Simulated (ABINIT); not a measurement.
# C (Fd-3m) in ABINIT: further runs, part 2 of 2

ABINIT 10.8.3 (patched build). Earlier steps stand in the parts before.

**3. Band structure, PBE**

The input, run.abi:

```
ndtset 2

pp_dirpath "./"
pseudos "C_ONCV_PBE-1.2.upf"

acell 2.5220660407 2.5220660407 2.5220660407 Angstrom
rprim
     0.0000000000     0.7071067812     0.7071067812
     0.7071067812     0.0000000000     0.7071067812
     0.7071067812     0.7071067812     0.0000000000
ntypat 1
znucl 6
natom 2
typat 1 1
xred
     0.7500000000     0.7500000000     0.7500000000
     0.5000000000     0.5000000000     0.5000000000

ecut 41.0

ixc 11

occopt 3
tsmear 0.00183747

nstep 100

iomode 3
prtwf 0
prteig 0
prtebands 0
prtden1 1

kptopt1 1
ngkpt1 13 13 13
nshiftk1 1
shiftk1 0.0 0.0 0.0
nband1 8
tolvrs1 1.0e-10

iscf2 -2
getden2 1
nband2 12
nbdbuf2 2
tolwfr2 1.0e-12
kptopt2 -9
ndivsm2 8
prteig2 1
prtvol2 -3
kptbounds2
     0.0000000000     0.0000000000     0.0000000000
     0.5000000000     0.0000000000     0.5000000000
     0.5000000000     0.2500000000     0.7500000000
     0.3750000000     0.3750000000     0.7500000000
     0.0000000000     0.0000000000     0.0000000000
     0.5000000000     0.5000000000     0.5000000000
     0.6250000000     0.2500000000     0.6250000000
     0.5000000000     0.2500000000     0.7500000000
     0.5000000000     0.5000000000     0.5000000000
     0.3750000000     0.3750000000     0.7500000000
```

Potentials or basis: SG15 NC PBE v1.2.

Command:

```bash
abinit run.abi > log 2>&1
```

run.abo:

```text
.Version 10.8.3 of ABINIT
 DATASET    1 : space group Fd -3 m (#227); Bravais cF (face-center cubic)
================================================================================
 Values of the parameters that define the memory need for DATASET  1.
     intxc =       0    ionmov =       0      iscf =       7    lmnmax =       4
     lnmax =       4     mgfft =      30  mpssoang =       2    mqgrid =    3001
     natom =       2  nloc_mem =       1    nspden =       1   nspinor =       1
    nsppol =       1      nsym =      48    n1xccc =       0    ntypat =       1
    occopt =       3   xclevel =       2
       mpw =         974          nfft =       27000          nkpt =          84
================================================================================
================================================================================

 DATASET    2 : space group Fd -3 m (#227); Bravais cF (face-center cubic)
================================================================================
[... 1409 lines left out ...]
 kpt# 139, nband= 12, wtk=  1.00000, kpt=  0.3750  0.3750  0.7500 (reduced coord)
  -0.04575   -0.00018    0.08818    0.23302    0.64024    0.82553    0.95675    1.00308
   1.11701    1.32356    1.38375    1.68792

== END DATASET(S) ==============================================================
================================================================================

 -outvars: echo values of variables after computation  --------
            acell      4.7660140884E+00  4.7660140884E+00  4.7660140884E+00 Bohr
           etotal1    -1.1393691104E+01
            fcart1    -0.0000000000E+00 -0.0000000000E+00 -0.0000000000E+00
                      -0.0000000000E+00 -0.0000000000E+00 -0.0000000000E+00
            rprim      0.0000000000E+00  7.0710678120E-01  7.0710678120E-01
                       7.0710678120E-01  0.0000000000E+00  7.0710678120E-01
                       7.0710678120E-01  7.0710678120E-01  0.0000000000E+00
           strten1    -1.6140007505E-05 -1.6140007505E-05 -1.6140007505E-05
                       0.0000000000E+00  0.0000000000E+00  0.0000000000E+00
           xangst      2.6750550000E+00  2.6750550000E+00  2.6750550000E+00
                       1.7833700000E+00  1.7833700000E+00  1.7833700000E+00
             xred      7.5000000000E-01  7.5000000000E-01  7.5000000000E-01
                       5.0000000000E-01  5.0000000000E-01  5.0000000000E-01
 Calculation completed.
```

Wall time 25 s (1 thread of Arm Neoverse V2, shared host); peak memory 0.11 GiB.

Results:

| Item | Value |
| --- | --- |
| Free energy | -310.0381 eV |
| Pressure | 0.5 GPa |
| Band gap on the k mesh | 4.19 eV, indirect (least direct gap 5.60 eV) |
| Band gap along the path | 4.17 eV, indirect (least direct gap 5.60 eV) |
| All electrons inside the program's atomic spheres | C 4.67, 4.71 (radii [1.0584] Å) |

Levels at the corners of the path, in eV from the valence-band top:
```
point  band 1  band 2  band 3  band 4  band 5  band 6  band 7  band 8  band 9
    Γ  -21.43    0.00    0.00    0.00    5.60    5.60    5.60   13.35   19.33
    X  -12.73  -12.73   -6.29   -6.29    4.81    4.81   16.75   16.75   23.19
    W  -11.94  -11.94   -8.31   -8.31   10.65   10.65   12.32   12.32   21.30
    K  -12.94  -11.70   -9.30   -5.36    5.72   10.77   14.34   15.60   18.70
    Γ  -21.43    0.00    0.00    0.00    5.60    5.60    5.60   13.35   19.33
    L  -15.66  -13.35   -2.80   -2.80    8.48    8.48    8.89   15.69   21.87
    U  -12.94  -11.70   -9.30   -5.36    5.72   10.77   14.34   15.60   18.70
    W  -11.94  -11.94   -8.31   -8.31   10.65   10.65   12.32   12.32   21.30
    L  -15.66  -13.35   -2.80   -2.80    8.48    8.48    8.89   15.69   21.87
    K  -12.94  -11.70   -9.30   -5.36    5.72   10.77   14.34   15.60   18.70
```

**4. Band structure, PW91**

Changes to run.abi since step 3:

```diff
@@ -1,11 +1,14 @@
+# Datasets: ground state, then fixed potential
 ndtset 2
 
+# Pseudopotentials
 pp_dirpath "./"
-pseudos "C_ONCV_PBE-1.2.upf"
+pseudos "C.GGA_PBE-JTH.xml"
 
-acell 2.5220660407 2.5220660407 2.5220660407 Angstrom
+# Structure
+acell 3*1.0 Angstrom
 rprim
-     0.0000000000     0.7071067812     0.7071067812
-     0.7071067812     0.0000000000     0.7071067812
-     0.7071067812     0.7071067812     0.0000000000
+     0.0000000000     1.7833700000     1.7833700000
+     1.7833700000     0.0000000000     1.7833700000
+     1.7833700000     1.7833700000     0.0000000000
 ntypat 1
@@ -18,11 +21,17 @@
 
-ecut 41.0
+# Plane-wave basis
+ecut 20.0
+pawecutdg 40.0
 
-ixc 11
+# Exchange and correlation
+ixc -109134
 
+# Bands and occupations
 occopt 3
-tsmear 0.00183747
+tsmear 0.05 eV
 
+# SCF cycle
 nstep 100
 
+# Output
 iomode 3
@@ -32,3 +41,7 @@
 prtden1 1
+prtvha1 1
+prtvclmb1 1
+prtpot1 1
 
+# Dataset 1
 kptopt1 1
@@ -38,4 +51,5 @@
 nband1 8
-tolvrs1 1.0e-10
+tolvrs1 1.0e-9
 
+# Dataset 2: bands along G-X-W-K-G-L-U-W-L-K
 iscf2 -2
@@ -46,5 +60,4 @@
 kptopt2 -9
-ndivsm2 8
+ndivsm2 6
 prteig2 1
-prtvol2 -3
 kptbounds2
```

Potentials or basis: JTH PAW PBE v2.0.

Command:

```bash
abinit run.abi > log 2>&1
```

Run time: 11 s. Hardware: 1 thread of Arm Neoverse V2, shared host; peak memory 0.11 GiB.

The run converged. Its results:

| Property | Result |
| --- | --- |
| Free energy | -313.1775 eV |
| Pressure | 0.7 GPa |
| Band gap on the k mesh | 4.19 eV, indirect (least direct gap 5.62 eV) |
| Band gap along the path | 4.17 eV, indirect (least direct gap 5.62 eV) |

Levels at the corners of the path, in eV from the valence-band top:
| point | band 1 | band 2 | band 3 | band 4 | band 5 | band 6 | band 7 | band 8 | band 9 |
| --- | --- | --- | --- | --- | --- | --- | --- | --- | --- |
| Γ | -21.42 | 0.00 | 0.00 | 0.00 | 5.62 | 5.62 | 5.62 | 13.32 | 19.31 |
| X | -12.72 | -12.72 | -6.27 | -6.27 | 4.81 | 4.81 | 16.79 | 16.79 | 23.21 |
| W | -11.94 | -11.94 | -8.28 | -8.28 | 10.66 | 10.66 | 12.33 | 12.33 | 21.32 |
| K | -12.94 | -11.69 | -9.27 | -5.34 | 5.72 | 10.77 | 14.37 | 15.62 | 18.70 |
| Γ | -21.42 | 0.00 | 0.00 | 0.00 | 5.62 | 5.62 | 5.62 | 13.32 | 19.31 |
| L | -15.66 | -13.32 | -2.79 | -2.79 | 8.49 | 8.49 | 8.86 | 15.71 | 21.89 |
| U | -12.94 | -11.69 | -9.27 | -5.34 | 5.72 | 10.77 | 14.37 | 15.62 | 18.70 |
| W | -11.94 | -11.94 | -8.28 | -8.28 | 10.66 | 10.66 | 12.33 | 12.33 | 21.32 |
| L | -15.66 | -13.32 | -2.79 | -2.79 | 8.49 | 8.49 | 8.86 | 15.71 | 21.89 |
| K | -12.94 | -11.69 | -9.27 | -5.34 | 5.72 | 10.77 | 14.37 | 15.62 | 18.70 |

Caveat: the PAW data sets were made with another functional, which shifts forces and pressure a little; the atomic spheres overlap.

**5. Overview**

```tsv
task	level	potentials or basis	cutoff (eV)	fine-grid cutoff	gap on the mesh (eV)	pressure (GPa)
equation of state	PBE	SG15 NC PBE v1.2	1116	-	-	-
band structure	PBE	SG15 NC PBE v1.2	1116	-	4.19	0.5
band structure	PW91	JTH PAW PBE v2.0	544	1088.46 eV	4.19	0.7
```

Alike in all rows: no spin polarisation; cell as given; k mesh 13 × 13 × 13; smearing fermi-dirac 0.05 eV.

Caveats: pressures at fixed basis lie under the slope of the energies (some runs); the PAW data sets were made with another functional, which shifts forces and pressure a little (some runs); the atomic spheres overlap (some runs).

Absolute energies hang on the potentials; compare differences alone.

**6. Comparison with measurements**

Step 2. Against the measured bulk modulus of C, 442 GPa (quoted in “Equation of state of cubic boron nitride at high pressures and temperatures”, 2007, arxiv:cond-mat/0702656), the calculated 432 GPa is off by -2.3 %. 3 values of this kind are on record (442 to 444.8 GPa); this one was drawn at random among those near their median, those with a stated uncertainty first. The fit is for a static lattice scaled at fixed shape and fixed fractional positions. The cell as given is a measured one (5.67 Å³/atom); PBE puts the equilibrium volume +0.1 % from it, thermal expansion not counted.
